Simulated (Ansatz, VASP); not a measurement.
**Ni: VASP beside Ansatz**

```xyz
2
Lattice="2.4480 0.0000 0.0000 -1.2240 2.1201 0.0000 0.0000 0.0000 4.0728" Properties=species:S:1:pos:R:3 pbc="T T T"
Ni    0.0000    1.4134    1.0182
Ni    1.2240    0.7067    3.0546
```

This isn't the form of Ni at room conditions, which is fcc.

Alike in both runs: task relaxation of cell and atoms; functional PBEsol; k mesh 21 × 21 × 10; occupations gaussian, width 0.1 eV; collinear spin.

|  | VASP | Ansatz |
| --- | --- | --- |
| version | VASP 6.6.1 | Ansatz 0.2.0 |
| potentials or method | VASP PAW PBE potentials, release 64 (Ni) | scalar-relativistic, plane waves, PAW |
| plane-wave cutoff (eV) | 600 | 420 |
| valence electrons in the cell | 20 | 36 |

```tsv
	VASP	Ansatz	Ansatz less VASP
gap on the k mesh at the Fermi level, each at its own relaxed structure (eV)	none	none	-
net moment per atom (μB)	0.62	0.64	+0.016
size of the moment on the site where the two differ most (μB)	0.62	0.67	+0.045
relaxed volume (Å³/atom)	10.41	10.41	+0.007
relaxed cell length with the largest relative difference (Å)	2.445	2.447	+0.0011
energy change over the relaxation (meV/atom)	-3	-3	0.0
```

Site moments also hang on the region over which each program counts them. A gap of «none» marks a metal or a gap that the smearing closes. The two sets of potentials don't hold the same shells in valence.

Caveats: the PAW data sets were made with another functional, which shifts forces and pressure a little (VASP).
